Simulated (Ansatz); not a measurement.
**AlN (P6_3mc): phonons and dielectric response**

Aim: the lattice vibrations of AlN (P6_3mc) at its relaxed cell, and whether any of them is unstable, with its dielectric response.

Computed with Ansatz 0.2.0 (DFT PBEsol, scalar-relativistic, plane waves, PAW, unless a step's input says otherwise).

1 further run of the same task is left out (set aside as unsound or not needed).

## (1) The structure to begin with

Symmetry: P6_3mc, No. 186, hexagonal system. Conventional cell: a = 3.114 Å, b = 3.114 Å, c = 4.984 Å, α = 90.00°, β = 90.00°, γ = 120.00°. Al (site symmetry 3m) has 4 N at 1.89 to 1.90 Å in its first shell of neighbours. N (site symmetry 3m) is surrounded by 4 Al at 1.89 to 1.90 Å.

Coordinates:

```xyz
4
Lattice="3.1138 0.0000 0.0000 -1.5569 2.6966 0.0000 0.0000 0.0000 4.9836" Properties=species:S:1:pos:R:3 pbc="T T T"
Al    0.0000    1.7978    0.0075
Al    1.5569    0.8989    2.4993
N     0.0000    1.7978    1.9112
N     1.5569    0.8989    4.4030
```

An earlier run at PBEsol left this cell at 10.462 Å³/atom and 0.00 GPa (12×12×8 mesh).

## (2) Zone-centre modes and dielectric tensors

File input.yaml:

```yaml
crystal:
  lattice:
    - [3.1138207702, 0.0, 0.0]
    - [-1.5569103851, 2.6966478898, 0.0]
    - [0.0, 0.0, 4.9835885532]
  atoms:
    - { symbol: Al, position: [0.3333333333, 0.6666666667, 0.0015085243] }
    - { symbol: Al, position: [0.6666666667, 0.3333333333, 0.5015085243] }
    - { symbol: "N", position: [0.3333333333, 0.6666666667, 0.3834914757] }
    - { symbol: "N", position: [0.6666666667, 0.3333333333, 0.8834914757] }
basis:
  ecutwfc: 420
  ecutrho_ratio: 4
kpoints:
  mp_grid: { grid: [12, 12, 8] }
hamiltonian:
  xc: pbesol
scf:
  occupations: { method: fixed }
output: {}
phonons:
  method: dfpt
  dielectric: true
  rigid_motions: translations
```

Started as:

```console
> ansatz run input.yaml --threads 4 --pin off --max-ram 7168MiB --backend cpu --events-out ev --progress --plain --runs-dir out
```

## (3) Optical spectrum of independent particles

Changes to input.yaml since step 2:

```diff
@@ -18,7 +18,9 @@
 scf:
-  occupations: { method: fixed }
-output: {}
-phonons:
-  method: dfpt
-  dielectric: true
-  rigid_motions: translations
+  occupations: { method: gaussian, width: 0.05 }
+  n_extra_bands: 30
+output:
+  forces: true
+  stress: true
+  eigenvalues: true
+  optics: { de: 0.05 }
+  efg: {}
```

## (4) Phonons from displacements in a 2×2×2 supercell

Changes to input.yaml since step 3:

```diff
@@ -14,3 +14,3 @@
 kpoints:
-  mp_grid: { grid: [12, 12, 8] }
+  mp_grid: { grid: [8, 8, 6] }
 hamiltonian:
@@ -19,8 +19,12 @@
   occupations: { method: gaussian, width: 0.05 }
-  n_extra_bands: 30
-output:
-  forces: true
-  stress: true
-  eigenvalues: true
-  optics: { de: 0.05 }
-  efg: {}
+output: {}
+phonons:
+  method: fd
+  supercell: [2, 2, 2]
+  qpath:
+    path:
+      - [[0.0, 0.0, 0.0], [0.5, 0.0, 0.0], [0.33333333, 0.33333333, 0.0], [0.0, 0.0, 0.0], [0.0, 0.0, 0.5], [0.5, 0.0, 0.5], [0.33333333, 0.33333333, 0.5], [0.0, 0.0, 0.5]]
+      - [[0.5, 0.0, 0.5], [0.5, 0.0, 0.0]]
+      - [[0.33333333, 0.33333333, 0.5], [0.33333333, 0.33333333, 0.0]]
+    npoints: 6
+  temperatures: { t_min: 0, t_max: 1000, t_step: 100 }
```

Q: Predict the outcome of this session. Wanted: ε∞; ε0; Born charges; optical modes at Γ, without LO–TO splitting; strongest peak of ε2; ε∞, independent particles; highest frequency; imaginary modes; zero-point energy.

**Answer**, as computed:

| quantity | value |
| --- | --- |
| ε∞ (mean of the diagonal) | 4.57 |
| ε0 | 8.73 |
| Born charges (mean of the diagonal) | Al +2.58; N -2.58 e |
| optical modes at Γ, without LO–TO splitting | 235, 542, 605, 651, 662, 712 cm⁻¹ |
| strongest peak of ε2 | 9.1 at 7.50 eV |
| ε∞, independent particles | 4.76 |
| highest frequency | 895 cm⁻¹ at Γ |
| imaginary modes | none beyond 15 cm⁻¹ |
| zero-point energy | 95.6 meV/atom |

In words: The lattice adds 4.2 to the electrons' 4.6 in the static dielectric constant. The long-range field lifts the highest mode from 712 to 895 cm⁻¹ (LO–TO splitting). On this grid of 0.25 eV, ε2 first passes 0.5 at 4.50 eV and peaks at 7.50 eV. The onset follows the calculated direct gap (4.09 eV on the mesh), and excitons are left out. No branch is imaginary beyond noise, so the structure is dynamically stable along this path. Points that don't fit the supercell are interpolated.

The gaps are Kohn-Sham values of a semilocal functional, not quasiparticle or optical gaps. Such gaps usually fall short of the measured ones.
